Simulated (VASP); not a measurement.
A run of VASP 6.6.1:

INCAR

```
PREC = Accurate
ENCUT = 600
EDIFF = 1E-7
ISMEAR = 1
SIGMA = 0.1
LREAL = False
LASPH = True
NELM = 120
ALGO = Fast
ISIF = 3
LWAVE = False
LCHARG = False
GGA = PE
IBRION = 2
NSW = 40
EDIFFG = -0.005
```

The input KPOINTS:

```
regular mesh
0
Gamma
  14 14 14
```

Contents of POSCAR:

```
Si2Ni
1.0
    0.0000000000      2.6950000000      2.6950000000
    2.6950000000      0.0000000000      2.6950000000
    2.6950000000      2.6950000000      0.0000000000
Ni Si
1 2
Direct
    0.0000000000      0.0000000000      0.0000000000
    0.2500000000      0.2500000000      0.2500000000
    0.7500000000      0.7500000000      0.7500000000
```

Potentials or basis: VASP PAW PBE potentials, release 64 (Ni, Si).

Launch:

```console
$ cat potpaw_PBE.64/Ni/POTCAR potpaw_PBE.64/Si/POTCAR > POTCAR
$ mpirun -np 1 vasp_std > vasp.out
```

Hardware: 1 thread of Intel(R) Xeon(R) 6975P-C (Granite Rapids) (shared host).

How long does it take, and how much memory?

Run time: 2.3 min on 1 thread of Intel(R) Xeon(R) 6975P-C (Granite Rapids), with other jobs on the host, peak memory 0.22 GiB. Counts: scf iterations 70, k points 104, ion steps 8.
